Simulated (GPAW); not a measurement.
ZrC in GPAW: the effect of target pressure

ZrC:

```
Zr C
1.0
     0.00000    2.36500    2.36500
     2.36500    0.00000    2.36500
     2.36500    2.36500    0.00000
Zr C
1 1
Direct
  0.50000 0.50000 0.50000
  0.00000 0.00000 0.00000
```

Alike in all runs:

- Program: GPAW 26.7.0
- Task: relaxation of cell and atoms
- Functional: PBEsol
- Potentials or basis: PAW data sets generated in the run's folder for this functional
- Cutoff: 800 eV
- Basis: pw
- k mesh: 10 × 10 × 10
- Occupations: fermi-dirac, width 0.05 eV
- Spin: no spin polarisation

Each run relaxes the cell or the atoms first.

```csv
target pressure,target pressure,relaxed volume (Å³/atom)
0 GPa,-,12.67
2 GPa,2 GPa,12.57
5 GPa,5 GPa,?
10 GPa,10 GPa,12.19
20 GPa,20 GPa,11.78
30 GPa,30 GPa,11.44
```

**Question.** What does the run with target pressure 5 GPa give?

**Answer.** Relaxed volume 12.42 Å³/atom.

Worked out: In Murnaghan's law V^(-B') rises as a straight line in P. The other rows fit best with B' = 4.1, V0 = 12.67 Å³/atom and B0 = 236 GPa, which gives 12.42 Å³/atom at 5 GPa, against the run's 12.42.

Caveats: later steps reuse the first step's grids.

Runs at the PBE level aren't shown here.
